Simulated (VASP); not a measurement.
# InP (Fm-3m) in VASP: a series of runs

One crystal, InP, is run at these levels: PBEsol, PBE; tasks: atomic charges, electron localisation function, single point.

All numbers are computed with VASP 6.6.1; they aren't measurements. Logs are shortened: lines on timing, memory, paths and dates and some standing lists are left out, and cuts for length are marked.

## 1. The crystal as given

Symmetry: Fm-3m, No. 225, cubic system. Conventional cell: a = 5.538 Å, b = 5.538 Å, c = 5.538 Å, α = 90.00°, β = 90.00°, γ = 90.00°. In (site symmetry m-3m) has 6 P at 2.77 Å as nearest neighbours. Around P (site symmetry m-3m) lie 6 In at 2.77 Å.

Measurements of this composition are mostly on another form, of space group No. 216.

## 2. Atomic charges, PBEsol

Contents of INCAR:

```
PREC     = Accurate       # precision mode
ENCUT    = 520            # plane-wave cutoff, eV
EDIFF    = 1E-6           # SCF threshold, eV
ISMEAR   = 0              # smearing method
SIGMA    = 0.02           # smearing width, eV
LREAL    = F              # projectors in reciprocal space
LASPH    = T              # aspherical terms in the spheres
NELM     = 80             # most SCF steps
ALGO     = Normal         # electronic algorithm
ISIF     = 2              # what is computed and relaxed
LWAVE    = F              # write WAVECAR
LCHARG   = F              # write CHGCAR
GGA      = PS             # functional
LORBIT   = 11             # projections on sites
```

Contents of KPOINTS:

```
Automatic mesh
0
Gamma
  8 8 8
```

Contents of POSCAR:

```
InP
1.0
    0.0000000000      2.7688340000      2.7688340000
    2.7688340000      0.0000000000      2.7688340000
    2.7688340000      2.7688340000      0.0000000000
In P
1 1
Direct
    0.0000000000      0.0000000000      0.0000000000
    0.5000000000      0.5000000000      0.5000000000
```

Potentials or basis: VASP PAW PBE potentials, release 64 (In_d, P).

On the command line:

```console
> cat potpaw_PBE.64/In_d/POTCAR potpaw_PBE.64/P/POTCAR > POTCAR
> mpirun -np 1 vasp_std > vasp.out
```

OUTCAR:

```text
PREC = Accurate
   ENCUT = 520
   EDIFF = 1E-6
   ISMEAR = 0
   LREAL = F
   LASPH = T
   NELM = 80
   ISIF = 2
   GGA = PS
   LORBIT = 11

 ion  position               nearest neighbor table
   1  0.000  0.000  0.000-   2 2.77   2 2.77   2 2.77   2 2.77   2 2.77   2 2.77
   2  0.500  0.500  0.500-   1 2.77   1 2.77   1 2.77   1 2.77   1 2.77   1 2.77

  LATTYP: Found a face centered cubic cell.
 ALAT       =     5.5376680000

  Lattice vectors:

 A1 = (   0.0000000000,   2.7688340000,   2.7688340000)
 A2 = (   2.7688340000,   0.0000000000,   2.7688340000)
 A3 = (   2.7688340000,   2.7688340000,   0.0000000000)

Analysis of symmetry for initial positions (statically):
=====================================================================
 Subroutine PRICEL returns:
 Original cell was already a primitive cell.

 Routine SETGRP: Setting up the symmetry group for a
 face centered cubic supercell.

 Subroutine GETGRP returns: Found 48 space group operations
 (whereof 48 operations were pure point group operations)
 out of a pool of 48 trial point group operations.

The static configuration has the point symmetry O_h .

Analysis of symmetry for dynamics (positions and initial velocities):
=====================================================================
 Subroutine PRICEL returns:
 Original cell was already a primitive cell.

 Routine SETGRP: Setting up the symmetry group for a
 face centered cubic supercell.

 Subroutine GETGRP returns: Found 48 space group operations
 (whereof 48 operations were pure point group operations)
 out of a pool of 48 trial point group operations.

The dynamic configuration has the point symmetry O_h .

 Subroutine INISYM returns: Found 48 space group operations
 (whereof 48 operations are pure point group operations),
 and found     1 'primitive' translations

----------------------------------------------------------------------------------------

                                     Primitive cell

  volume of cell :      42.4542

  direct lattice vectors                    reciprocal lattice vectors
     0.000000000  2.768834000  2.768834000    -0.180581429  0.180581429  0.180581429
     2.768834000  0.000000000  2.768834000     0.180581429 -0.180581429  0.180581429
     2.768834000  2.768834000  0.000000000     0.180581429  0.180581429 -0.180581429

  length of vectors
     3.915722595  3.915722595  3.915722595     0.312776210  0.312776210  0.312776210

  position of ions in fractional coordinates (direct lattice)
     0.000000000  0.000000000  0.000000000
     0.500000000  0.500000000  0.500000000

  ion indices of the primitive-cell ions
   primitive index   ion index
                 1           1
                 2           2

----------------------------------------------------------------------------------------

 KPOINTS: Automatic mesh

Automatic generation of k-mesh.
 Grid dimensions read from file:
 generate k-points for:    8    8    8

 Generating k-lattice:

  Cartesian coordinates                     Fractional coordinates (reciprocal lattice)
    -0.022572679  0.022572679  0.022572679     0.125000000  0.000000000  0.000000000
     0.022572679 -0.022572679  0.022572679     0.000000000  0.125000000  0.000000000
     0.022572679  0.022572679 -0.022572679     0.000000000  0.000000000  0.125000000

  Length of vectors
     0.039097026  0.039097026  0.039097026

  Shift w.r.t. Gamma in fractional coordinates (k-lattice)
     0.000000000  0.000000000  0.000000000

 Subroutine IBZKPT returns following result:
 ===========================================

 Found     29 irreducible k-points:

 Following reciprocal coordinates:
            Coordinates               Weight
  0.000000  0.000000  0.000000      1.000000
  0.125000  0.000000  0.000000      8.000000
  0.250000  0.000000  0.000000      8.000000
  0.375000  0.000000  0.000000      8.000000
  0.500000  0.000000  0.000000      4.000000
  0.125000  0.125000  0.000000      6.000000
[... 16 lines left out ...]
  0.500000  0.250000  0.125000     48.000000
 -0.375000  0.250000  0.125000     24.000000
 [... further k-points ...]
   k-points           NKPTS =     29   k-points in BZ     NKDIM =     29   number of bands    NBANDS=     13
   number of dos      NEDOS =    301   number of ions     NIONS =      2
   total plane-waves  NPLWV =  27000
   dimension x,y,z NGX =    30 NGY =   30 NGZ =   30
   dimension x,y,z NGXF=    60 NGYF=   60 NGZF=   60
   ions per type =               1   1
   NGX,Y,Z   is equivalent  to a cutoff of  12.74, 12.74, 12.74 a.u.
   NGXF,Y,Z  is equivalent  to a cutoff of  25.47, 25.47, 25.47 a.u.
 SYSTEM =  unknown system
   PREC   = accura    normal or accurate (medium, high low for compatibility)
   ISTART =      0    job   : 0-new  1-cont  2-samecut
   ICHARG =      2    charge: 1-file 2-atom 10-const
   ISPIN  =      1    spin polarized calculation?
   LNONCOLLINEAR =      F non collinear calculations
   LSORBIT =      F    spin-orbit coupling
   LASPH  =      T    aspherical Exc in radial PAW
   ENCUT  =  520.0 eV  38.22 Ry    6.18 a.u.   7.28  7.28  7.28*2*pi/ulx,y,z
   NELM   =     80;   NELMIN=  2; NELMDL= -5     # of ELM steps
   EDIFF  = 0.1E-05   stopping-criterion for ELM
   LREAL  =      F    real-space projection
   EDIFFG = 0.1E-04   stopping-criterion for IOM
   NSW    =      0    number of steps for IOM
   IBRION =     -1    ionic relax: 0-MD 1-quasi-New 2-CG
   NFREE  =      0    steps in history (QN), initial steepest desc. (CG)
   ISIF   =      2    stress and relaxation
   ISYM   =      2    0-nonsym 1-usesym 2-fastsym
   POTIM  = 0.5000    time-step for ionic-motion
   TEBEG  =    0.0;   TEEND  =   0.0 temperature during run
   PSTRESS=    0.0 pullay stress
   NELECT =      18.0000    total number of electrons
   NUPDOWN=      -1.0000    fix difference up-down
   EMIN   =  10.00;   EMAX   =-10.00  energy-range for DOS
   EFERMI =   0.00;   METHOD = LEGACY
   ISMEAR =     0;   SIGMA  =   0.02  broadening in eV -4-tet -1-fermi 0-gaus
   EFERMI_NEDOS =   21; number of points for ismear=-14 and -15
   IALGO  =     38    algorithm
   IMIX   =      4    mixing-type and parameters
     AMIX     =   0.40;   BMIX     =  1.00
     AMIX_MAG =   1.60;   BMIX_MAG =  1.00
  volume/ion in A,a.u.               =      21.23       143.25
  Fermi-wavevector in a.u.,A,eV,Ry     =   1.229869  2.324115 20.579860  1.512577
  Thomas-Fermi vector in A             =   2.364739
   LORBIT       =     11    0 simple, 1 ext, 2 COOP (PROOUT), +10 PAW based schemes
   GGA     = PS    functional components
   LHFCALC =     F    Hartree Fock is set to
   AEXX    =    0.0000 exact exchange contribution
   IVDW    =     0    specifies the selected vdW correction
   LEPSILON=     F    determine dielectric tensor
   LRPA    =     F    only Hartree local field effects (RPA)
 non-spin polarized calculation
 Gauss-broadening in eV      SIGMA  =   0.02
  energy-cutoff  :      520.00
  volume of cell :       42.45
 maximum number of plane-waves:      1162
 NGX is ok and might be reduce to    30
   NGX = 15   NGY = 15   NGZ = 15

 number of electron      18.0000009 magnetization

 Free energy of the ion-electron system (eV)
  ---------------------------------------------------
  ext. energy  EPLUGINS =         0.00000000
  ---------------------------------------------------
  free energy    TOTEN  =        -8.76475053 eV

  energy without entropy =       -8.76441051  energy(sigma->0) =       -8.76458052

 E-fermi :   7.0195     XC(G=0): -10.5512

 val. band max:        7.0037004483   @ k =   0.3750   0.0000   0.0000
 cond. band min:       7.0369273987   @ k =  -0.3750   0.3750   0.0000
 fundamental gap:      0.0332269503
 Fermi energy:         7.0194845036

 k-point     1 :       0.0000    0.0000    0.0000
  band No.  band energies     occupation
      1      -7.2431      2.00000
      2      -7.2431      2.00000
      3      -7.2225      2.00000
      4      -7.2225      2.00000
      5      -7.2225      2.00000
      6      -5.0864      2.00000
      7       6.6773      2.00000
      8       6.6773      2.00000
      9       6.6773      2.00000
     10       7.4071      0.00000
     11      13.9940      0.00000
     12      13.9940      0.00000
     13      13.9940      0.00000

 k-point     2 :       0.1250    0.0000    0.0000
  band No.  band energies     occupation
      1      -7.2507      2.00000
      2      -7.2507      2.00000
      3      -7.2231      2.00000
      4      -7.2119      2.00000
      5      -7.2119      2.00000
      6      -4.8906      2.00000
      7       4.9461      2.00000
      8       6.7097      2.00000
      9       6.7097      2.00000
     10       8.8214      0.00000
     11      13.0049      0.00000
     12      13.4880      0.00000
     13      13.4880      0.00000

 k-point     3 :       0.2500    0.0000    0.0000
  band No.  band energies     occupation
      1      -7.2731      2.00000
      2      -7.2731      2.00000
      3      -7.2264      2.00000
      4      -7.1821      2.00000
      5      -7.1821      2.00000
      6      -4.3235      2.00000
      7       2.8908      2.00000
      8       6.8218      2.00000
      9       6.8218      2.00000
     10       9.6256      0.00000
     11      11.9119      0.00000
     12      11.9119      0.00000
     13      12.3066      0.00000

 k-point     4 :       0.3750    0.0000    0.0000
  band No.  band energies     occupation
      1      -7.2960      2.00000
      2      -7.2960      2.00000
      3      -7.2318      2.00000
      4      -7.1514      2.00000
      5      -7.1514      2.00000
      6      -3.5036      2.00000
      7       1.1053      2.00000
      8       7.0037      1.73562
      9       7.0037      1.73562
     10       9.4831      0.00000
     11      10.7294      0.00000
     12      10.7294      0.00000
     13      12.1432      0.00000

 k-point     5 :       0.5000    0.0000    0.0000
  band No.  band energies     occupation
      1      -7.3055      2.00000
      2      -7.3055      2.00000
      3      -7.2344      2.00000
      4      -7.1385      2.00000
      5      -7.1385      2.00000
      6      -2.9730      2.00000
      7       0.2413      2.00000
      8       7.1128      0.00000
      9       7.1128      0.00000
     10       9.3347      0.00000
     11      10.2742      0.00000
     12      10.2742      0.00000
     13      12.0806      0.00000
[... 257 lines left out ...]
 k-point    22 :       0.3750    0.2500    0.1250
  band No.  band energies     occupation
      1      -7.3480      2.00000
      2      -7.2492      2.00000
      3      -7.2349      2.00000
      4      -7.1684      2.00000
      5      -7.1636      2.00000
      6      -3.7766      2.00000
      7       2.7399      2.00000
      8       5.0128      2.00000
      9       6.4427      2.00000
     10       8.8057      0.00000
     11      11.7132      0.00000
     12      12.3140      0.00000
     13      13.1457      0.00000

 k-point    23 :       0.5000    0.2500    0.1250
  band No.  band energies     occupation
      1      -7.3778      2.00000
      2      -7.2662      2.00000
      3      -7.2215      2.00000
      4      -7.1664      2.00000
      5      -7.1420      2.00000
      6      -2.9646      2.00000
      7       1.5118      2.00000
      8       4.5670      2.00000
      9       5.8306      2.00000
     10       8.9619      0.00000
     11      10.9372      0.00000
     12      12.7836      0.00000
     13      13.6133      0.00000

 k-point    24 :      -0.3750    0.2500    0.1250
  band No.  band energies     occupation
      1      -7.3880      2.00000
      2      -7.2749      2.00000
      3      -7.2091      2.00000
      4      -7.1738      2.00000
      5      -7.1315      2.00000
      6      -2.4606      2.00000
      7       0.7986      2.00000
      8       4.5995      2.00000
      9       5.3853      2.00000
     10       9.2412      0.00000
     11      10.4501      0.00000
     12      12.8867      0.00000
     13      14.3197      0.00000

 [... further k-points ...]

------------------------ aborting loop because EDIFF is reached ----------------------------------------

  FORCE on cell =-STRESS in cart. coord.  units (eV):
  Direction    XX          YY          ZZ          XY          YZ          ZX
  --------------------------------------------------------------------------------------
  -------------------------------------------------------------------------------------
  Total       -0.9004341     -0.9004341     -0.9004341      0.0000000      0.0000000      0.0000000
  in kB      -33.9814398    -33.9814398    -33.9814398      0.0000000      0.0000000      0.0000000
  external PRESSURE =     -33.9814398 kB  Pullay stress =       0.0000000 kB

 VOLUME and BASIS-vectors are now :
 -----------------------------------------------------------------------------
  energy-cutoff  :      520.00
  volume of cell :       42.45
      direct lattice vectors                 reciprocal lattice vectors
     0.000000000  2.768834000  2.768834000    -0.180581429  0.180581429  0.180581429
     2.768834000  0.000000000  2.768834000     0.180581429 -0.180581429  0.180581429
     2.768834000  2.768834000  0.000000000     0.180581429  0.180581429 -0.180581429

 POSITION                                       TOTAL-FORCE (eV/Angst)
 -----------------------------------------------------------------------------------
      0.00000      0.00000      0.00000        -0.000000     -0.000000     -0.000000
      2.76883      2.76883      2.76883         0.000000      0.000000      0.000000
 -----------------------------------------------------------------------------------
    total drift:                               -0.000000      0.000000      0.000000

  FREE ENERGIE OF THE ION-ELECTRON SYSTEM (eV)
  ---------------------------------------------------
  free  energy   TOTEN  =        -8.7647505273 eV

  energy  without entropy=       -8.7644105127  energy(sigma->0) =       -8.76458052

 total charge

# of ion       s       p       d       tot
------------------------------------------
    1        0.834   0.592   9.900  11.326
    2        1.067   1.387   0.000   2.454
--------------------------------------------------
tot          1.900   1.980   9.900  13.780
```

Run time: 17 s. Hardware: 1 thread of Intel Xeon Platinum 8259CL at 2.50GHz (Skylake/Cascade Lake), shared host; peak memory 0.17 GiB.

Results:

```yaml
Free_energy: -8.7648 eV
Pressure: -3.4 GPa
Band_gap_on_the_k_mesh: none (metal or under the smearing width)
Valence_electrons_inside_the_program's_atomic_spheres: In 11.33; P 2.45
```

Levels at points of the mesh, in eV from the Fermi level:
| k point | band 7 | band 8 | band 9 | band 10 | band 11 | band 12 |
| --- | --- | --- | --- | --- | --- | --- |
| (0.00, 0.00, 0.00) | -0.34 | -0.34 | -0.34 | 0.39 | 6.97 | 6.97 |
| (0.50, 0.00, 0.00) | -6.78 | 0.09 | 0.09 | 2.32 | 3.25 | 3.25 |
| (0.50, 0.50, 0.00) | -5.08 | -2.66 | -2.43 | -2.43 | 3.66 | 9.72 |

Caveat: the PAW data sets were made with another functional, which shifts forces and pressure a little.

## 3. Electron localisation function, PBEsol

Contents of INCAR:

```
  PREC = Accurate
  ENCUT = 520
  EDIFF = 1E-6
  ISMEAR = 0
  SIGMA = 0.02
  LREAL = F
  LASPH = T
  NELM = 60
  ALGO = Normal
  ISIF = 2
  LWAVE = F
  LCHARG = T
  GGA = PS
  LELF = T
```

KPOINTS is that of step 2.

POSCAR is that of step 2.

Potentials or basis: VASP PAW PBE potentials, release 64 (In_d, P).

On the command line:

```console
> cat potpaw_PBE.64/In_d/POTCAR potpaw_PBE.64/P/POTCAR > POTCAR
> mpirun -np 1 vasp_std > vasp.out
```

Wall time 18 s (1 thread of Intel Xeon Platinum 8259CL at 2.50GHz (Skylake/Cascade Lake), shared host); peak memory 0.17 GiB.

It converged, with:

* Free energy: -8.7648 eV
* Pressure: -3.4 GPa
* Band gap on the k mesh: none (metal or under the smearing width)

Levels at points of the mesh, in eV from the Fermi level:
| k point | band 6 | band 7 | band 8 | band 9 | band 10 | band 11 | band 12 | band 13 |
| --- | --- | --- | --- | --- | --- | --- | --- | --- |
| (0.00, 0.00, 0.00) | -12.11 | -0.34 | -0.34 | -0.34 | 0.39 | 6.97 | 6.97 | 6.97 |
| (0.50, 0.00, 0.00) | -9.99 | -6.78 | 0.09 | 0.09 | 2.32 | 3.25 | 3.25 | 5.06 |
| (0.50, 0.50, 0.00) | -8.88 | -5.08 | -2.66 | -2.43 | -2.43 | 3.66 | 9.72 | 9.74 |

Caveat: the PAW data sets were made with another functional, which shifts forces and pressure a little.

(Continued in part 2 of 2.)
